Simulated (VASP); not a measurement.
Set up this calculation in VASP 6.6.1, as the native input.

* Task: density of states
* Functional: B3LYP
* Dispersion: D2
* Potentials or basis: VASP PAW PBE potentials, release 64 (In_d, As)
* Cutoff: 520 eV
* k mesh: 4 × 4 × 4
* Occupations: tetrahedron
* Spin: no spin polarisation
* Grid for exact exchange (PRECFOCK): Fast
* Exchange at q = 0: truncated
* Further INCAR settings: ALGO = Normal; EDIFF = 1e-06; NBANDS = 16

InAs:

```
In As
1.0
     0.00000    2.93527    2.93527
     2.93527    0.00000    2.93527
     2.93527    2.93527    0.00000
In As
1 1
Direct
  0.00000 0.00000 0.00000
  0.75000 0.75000 0.75000
```

The cell isn't the ideal one: volume scaled by 0.92.

These files were run (other wordings do the same):

POSCAR

```
InAs
1.0
    0.0000000000      2.9352730775      2.9352730775
    2.9352730775      0.0000000000      2.9352730775
    2.9352730775      2.9352730775      0.0000000000
In As
1 1
Direct
    0.0000000000      0.0000000000      0.0000000000
    0.7500000000      0.7500000000      0.7500000000
```

INCAR.step1

```
SYSTEM = InAs
  ALGO = Normal
  EDIFF = 1E-5
  ENCUT = 520
  GGA = PE
  ISIF = 2
  ISMEAR = -1
  LASPH = .True.
  LCHARG = .False.
  LREAL = .False.
  LWAVE = .True.
  NBANDS = 16
  NELM = 100
  PREC = Accurate
  SIGMA = 0.02
```

INCAR.step2

```
SYSTEM = InAs
  AEXX = 0.2
  AGGAC = 0.81
  AGGAX = 0.72
  ALDAC = 0.19
  ALGO = Normal
  EDIFF = 1E-6
  ENCUT = 520
  GGA = B3
  HFRCUT = -1
  ISIF = 2
  ISMEAR = -5
  ISTART = 1
  IVDW = 1
  LASPH = .True.
  LCHARG = .False.
  LHFCALC = .True.
  LORBIT = 11
  LREAL = .False.
  LWAVE = .False.
  NBANDS = 16
  NEDOS = 2001
  NELM = 100
  PREC = Accurate
  PRECFOCK = Fast
  SIGMA = 0.02
```

KPOINTS

```
k-points
0
Gamma
  4 4 4
  0 0 0
```

Potentials or basis: VASP PAW PBE potentials, release 64 (In_d, As).

Run with:

```bash
$ cat potpaw_PBE.64/In_d/POTCAR potpaw_PBE.64/As/POTCAR > POTCAR
$ cp INCAR.step1 INCAR
$ mpirun -np 1 vasp_std > vasp.out
$ cp INCAR.step2 INCAR
$ mpirun -np 1 vasp_std > vasp.out
```

It gave:

The pressure is 5.5 GPa and the band gap on the k mesh is 1.37 eV, direct. The valence electrons inside the program's atomic spheres are In 11.65; As 2.96. The dispersion energy per atom is -0.596 eV.

Caveat: the k mesh is coarse (spacing up to 0.46 Å⁻¹), so the values aren't converged, least of all with exact exchange; the PAW data sets were made with another functional, which shifts forces and pressure a little; spin-orbit coupling is left out, which moves the levels of the heavy elements.

Wall time 3.5 min on 1 thread of Intel(R) Xeon(R) Platinum 8488C (Sapphire Rapids), with other jobs on the host, peak memory 0.18 GiB.
